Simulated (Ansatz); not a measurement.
Theory: DFT PBE, scalar-relativistic, plane waves, PAW in Ansatz. All cells share a 420 eV cutoff and Γ-centred k meshes spaced at most about 0.3 Å⁻¹ (about 0.25 or finer for metals, 2π included). No spin polarisation.

Temperature and zero-point effects are left out.

Task: Order these relaxed structures of SnSe5 by energy, lowest first, with the energy over the lowest of them.
A.

Space group P-6m2 (No. 187). a = 3.825 Å, b = 3.825 Å, c = 11.543 Å, α = 90.00°, β = 90.00°, γ = 120.00°
| atom | site | symmetry | x | y | z |
| --- | --- | --- | --- | --- | --- |
| Sn | 1a | -6m2 | 0.0000 | 0.0000 | 0.0000 |
| Se | 2i | 3m. | 0.6667 | 0.3333 | 0.8460 |
| Se | 2g | 3m. | 0.0000 | 0.0000 | 0.6500 |
| Se | 1f | -6m2 | 0.6667 | 0.3333 | 0.5000 |

B.

Space group F-43m (No. 216). a = 8.192 Å, b = 8.192 Å, c = 8.192 Å, α = 90.00°, β = 90.00°, γ = 90.00°
| atom | site | symmetry | x | y | z |
| --- | --- | --- | --- | --- | --- |
| Sn | 4a | -43m | 0.0000 | 0.0000 | 0.0000 |
| Se | 16e | .3m | 0.1226 | 0.3774 | 0.8774 |
| Se | 4c | -43m | 0.2500 | 0.2500 | 0.2500 |

Result: A (0 meV/atom), B (355 meV/atom). Counting Se atoms around Sn (those within 1.25 times the shortest such distance or 1.15 times the sum of covalent radii, 1.27 where that leaves under three; the shortest distance is added where it exceeds 1.18 times the sum of covalent radii): A has Sn 6; B has Sn 16 from 3.4 Å. Both come from invented guesses. Even the lowest of the cells shown lies +0.16 eV/atom against the elements.

Weakly bound directions are ill-defined at this level, which has no dispersion term (P-6m2), and this can change margins and order among such cells. Cells relaxed within their symmetry can be saddle points. Some candidate types were left out of the draw beforehand, so a known form may be missing.
